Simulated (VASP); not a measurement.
# AlFe: convergence, self-consistent run

AlFe, P4mm (no. 99), 2 atoms in the cell. PBE; PAW potentials Fe, Al (PBE set). VASP 6.6.1. The cell is changed on purpose: last atom moved by 0.05 Å along z, cell strained by +1.5% along z.

Wanted: energy within 2 meV/atom; site moments within 0.03 μB.

What the run is for: energy; Accuracy asked: standard.

POSCAR:
```
AlFe
1.0
    2.9100000000      0.0000000000      0.0000000000
    0.0000000000      2.9100000000      0.0000000000
    0.0000000000      0.0000000000      2.9536500000
Fe Al
1 1
Direct
    0.5000000000      0.5000000000      0.5000000000
    0.0000000000      0.0000000000      0.0171821300
```

The series start from Plane-wave cutoff (eV): 350; Smearing width (eV): 0.1; k-point mesh: 12 × 12 × 12; Precision mode (PREC): Accurate; Electronic threshold (eV): 1e-6; Bands in all (NBANDS): 19; Aspherical gradient terms in the spheres (LASPH): yes; Highest l that the mixer handles (LMAXMIX): 4; Electronic algorithm: ALGO=Normal; Density mixing: defaults; Use of symmetry (ISYM): defaults. Each series keeps the choices made before it, and each single choice may use up half of a tolerance.

## Plane-wave cutoff (eV)

| Plane-wave cutoff (eV) | Energy less reference (meV/atom) | Site moments, largest deviation (μB) | SCF iterations | Time (s) |
|---|---|---|---|---|
| 220 | 63.2 | 0.031 | 14 | 6.0 |
| 270 | 4.2 | 0.000 | 15 | 8.1 |
| 310 | -1.1 | 0.000 | 15 | 14 |
| 350 | -1.0 | 0.001 | 15 | 16 |
| 400 | 0.1 | 0.000 | 15 | 18 |
| 470 | 0.0 | 0.000 | 15 | 21 |
| 570 | 0.0 | 0.000 | 14 | 20 |
| 710 (reference) | 0.0 | 0.000 | 14 | 38 |

Chosen: 350, the loosest value from which every tighter one stays within half of the tolerance.

## Smearing width (eV)

| Smearing width (eV) | Energy less reference (meV/atom) | Site moments, largest deviation (μB) | SCF iterations | Time (s) |
|---|---|---|---|---|
| 0.4 | 1.4 | 0.004 | 15 | 15 |
| 0.3 | 1.0 | 0.018 | 15 | 16 |
| 0.2 | 0.2 | 0.024 | 15 | 17 |
| 0.15 | -0.1 | 0.020 | 15 | 16 |
| 0.1 | -0.1 | 0.009 | 15 | 16 |
| 0.05 (reference) | 0.0 | 0.000 | 15 | 15 |

Chosen: 0.1.

## k-point mesh

| k-point mesh | Energy less reference (meV/atom) | Site moments, largest deviation (μB) | SCF iterations | Time (s) |
|---|---|---|---|---|
| 4 × 4 × 4 | -31.0 | 0.224 | 17 | 4.5 |
| 5 × 5 × 5 | 10.0 | 0.154 | 14 | 3.9 |
| 7 × 7 × 7 | 1.3 | 0.061 | 15 | 5.5 |
| 8 × 8 × 8 | 2.1 | 0.020 | 15 | 7.8 |
| 10 × 10 × 10 | -0.3 | 0.050 | 13 | 9.9 |
| 12 × 12 × 12 | -0.3 | 0.032 | 15 | 16 |
| 15 × 15 × 15 | 0.0 | 0.018 | 15 | 21 |
| 18 × 18 × 18 (reference) | 0.0 | 0.000 | 15 | 38 |

Chosen: 18 × 18 × 18; the next looser run is off by more than half of the tolerance, so convergence isn't shown beyond this value.

## Precision mode (PREC)

| Precision mode (PREC) | Energy less reference (meV/atom) | Site moments, largest deviation (μB) | SCF iterations | Time (s) |
|---|---|---|---|---|
| SingleN | -0.6 | 0.000 | 15 | 19 |
| Normal | 0.0 | 0.000 | 15 | 19 |
| Single | -0.3 | 0.000 | 15 | 38 |
| Accurate (reference) | 0.0 | 0.000 | 15 | 38 |

Chosen: SingleN.

## Electronic threshold (eV)

| Electronic threshold (eV) | Energy less reference (meV/atom) | Site moments, largest deviation (μB) | SCF iterations | Time (s) |
|---|---|---|---|---|
| 0.001 | 0.0 | 0.003 | 11 | 16 |
| 0.0001 | 0.0 | 0.002 | 11 | 16 |
| 1e-5 | 0.0 | 0.001 | 12 | 18 |
| 1e-6 | 0.0 | 0.000 | 15 | 19 |
| 1e-7 | 0.0 | 0.000 | 16 | 28 |
| 1e-8 (reference) | 0.0 | 0.000 | 19 | 29 |

Chosen: 0.001.

## Bands in all (NBANDS)

| Bands in all (NBANDS) | Energy less reference (meV/atom) | Site moments, largest deviation (μB) | SCF iterations | Time (s) |
|---|---|---|---|---|
| 10 | 0.0 | 0.001 | 11 | 9.7 |
| 11 | 0.0 | 0.001 | 11 | 12 |
| 13 | 0.0 | 0.000 | 11 | 15 |
| 15 | 0.0 | 0.000 | 11 | 17 |
| 19 | 0.0 | 0.000 | 11 | 16 |
| 29 (reference) | 0.0 | 0.000 | 11 | 30 |

Chosen: 10.

## Aspherical gradient terms in the spheres (LASPH)

| Aspherical gradient terms in the spheres (LASPH) | Energy less reference (meV/atom) | Site moments, largest deviation (μB) | SCF iterations | Time (s) |
|---|---|---|---|---|
| yes | 0.0 | 0.000 | 11 | 9.7 |
| no | 3.6 | 0.004 | 11 | 11 |

Chosen: yes; no other choice that stays within half of the tolerance saves 30 % of the time.

## Highest l that the mixer handles (LMAXMIX)

| Highest l that the mixer handles (LMAXMIX) | Energy less reference (meV/atom) | Site moments, largest deviation (μB) | SCF iterations | Time (s) |
|---|---|---|---|---|
| 4 | 0.0 | 0.000 | 11 | 9.7 |
| 2 | 0.0 | 0.000 | 11 | 12 |
| 6 | 0.0 | 0.000 | 11 | 10 |

Chosen: 4.

## Electronic algorithm

| Electronic algorithm | Energy less reference (meV/atom) | Site moments, largest deviation (μB) | SCF iterations | Time (s) |
|---|---|---|---|---|
| ALGO=Normal | 0.0 | 0.000 | 11 | 9.7 |
| ALGO=Fast | 0.0 | 0.001 | 11 | 11 |
| ALGO=VeryFast | 0.0 | 0.001 | 18 | 11 |
| ALGO=All ISEARCH=1 | 0.2 | 0.018 | 20 | 18 |
| ALGO=All ISEARCH=0 | 0.2 | 0.005 | 17 | 15 |
| ALGO=Damped TIME=0.4 | 1.0 | 0.057 | 26 | 15 |
| ALGO=Damped TIME=0.1 | 3.2 | 0.127 | 40 | 20 |

Chosen: ALGO=Normal.

## Density mixing

| Density mixing | Energy less reference (meV/atom) | Site moments, largest deviation (μB) | SCF iterations | Time (s) |
|---|---|---|---|---|
| defaults | 0.0 | 0.000 | 11 | 9.7 |
| AMIX=0.2 BMIX=0.0001 AMIX_MAG=0.8 BMIX_MAG=0.0001 | 0.2 | 0.008 | 11 | 8.1 |
| AMIX_MAG=0.8 | 0.0 | 0.007 | 12 | 8.4 |
| AMIX_MAG=0.4 BMIX_MAG=0.0001 | 0.5 | 0.035 | 13 | 9.3 |
| AMIX=0.1 AMIX_MAG=0.4 | 0.2 | 0.005 | 14 | 10 |
| AMIX=0.1 | 0.2 | 0.005 | 14 | 10 |
| AMIX=0.6 | 0.1 | 0.004 | 11 | 8.4 |
| MIXPRE=0 | 0.0 | 0.001 | 11 | 8.4 |

Chosen: defaults.

## Use of symmetry (ISYM)

| Use of symmetry (ISYM) | Energy less reference (meV/atom) | Site moments, largest deviation (μB) | SCF iterations | Time (s) |
|---|---|---|---|---|
| defaults | 0.0 | 0.000 | 11 | 9.7 |
| ISYM=1 | 0.0 | 0.000 | 11 | 8.4 |
| ISYM=0 | 0.0 | 0.000 | 11 | 36 |
| ISYM=-1 | 0.0 | 0.000 | 11 | 71 |

Chosen: defaults.

## All choices together

| Input | Energy less reference (meV/atom) | Site moments, largest deviation (μB) | Time (s) |
|---|---|---|---|
| the program's defaults (naive) | 16.0 | 0.161 | 0.9 |
| chosen settings | -1.6 | 0.001 | 9.7 |
| reference settings throughout | 0.0 | 0.000 | 201 |

The chosen settings stay within the tolerance of the reference run, but the reference itself isn't shown to be converged in: k-point mesh.

Values of the reference run: Site moments: 0.78, -0.026 μB.

## The input

INCAR:
```
SYSTEM = AlFe
ALGO = Normal ; EDIFF = 0.001
ENCUT = 350 ; GGA = PE
GGA_COMPAT = .False. ; ISIF = 2
ISMEAR = 1 ; ISPIN = 2
KPAR = 4 ; LASPH = .True.
LCHARG = .False. ; LMAXMIX = 4
LORBIT = 11 ; LREAL = .False.
LWAVE = .False. ; MAGMOM = 3 0
NBANDS = 10 ; NELM = 200
PREC = SingleN ; SIGMA = 0.1
```

KPOINTS:
```
Automatic mesh
0
Gamma
  18 18 18
  0 0 0
```

Commands:
```
cat potpaw_PBE.64/Fe/POTCAR potpaw_PBE.64/Al/POTCAR > POTCAR
mpirun -np 4 vasp_std > vasp.out
```

The chosen input took VASP 6.6.1 9.7 s on 4 cores (Intel Xeon Platinum 8488C (Sapphire Rapids)), a shared host.

## An input that fails: too few bands

VASP's message: The number of bands is not sufficient to hold all electrons. I am sorry, but this calculation does not make sense. If you want to calculate only selected states, you need to set either EFERMI or EREF. EREF specifies around which energy states are supposed to be calculated. I found NBANDS = 4, NELECT = ….

Changes against the starting input:
```
- NELM = 200
- NBANDS = 19
+ NELM = 88
+ NBANDS = 4
```
